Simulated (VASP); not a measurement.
Crystal: GaN.

```
Ga N
1.0
     3.18023    0.00000    0.00000
    -1.59012    2.75416    0.00000
     0.00000    0.00000    5.18322
Ga N
2 2
Direct
  0.33333 0.66667 0.99924
  0.66667 0.33333 0.49924
  0.33333 0.66667 0.37576
  0.66667 0.33333 0.87576
```

Base run:

```yaml
Program: VASP 6.6.1
Functional: PBE
Potentials_or_basis: VASP PAW PBE potentials, release 64 (Ga_d, N)
Cutoff: 520 eV
k_mesh: 6 × 6 × 3
Occupations: gaussian, width 0.03 eV
Spin: no spin polarisation
```

Its results: band gap on the k mesh 1.95 eV, direct; pressure 6.6 GPa.

**Question.** After a change of settings the same cell gave: band gap on the k mesh 3.93 eV, direct; pressure 0.1 GPa. Which change was it?
A. functional from PBE to PBE-EpsX
B. functional from PBE to PBE0
C. functional from PBE to HSE06

**Answer.** B.

PBE0 gives the wider gap, since exact exchange removes part of the self-interaction.

Caveats: the PAW data sets were made with another functional, which shifts forces and pressure a little (some runs).
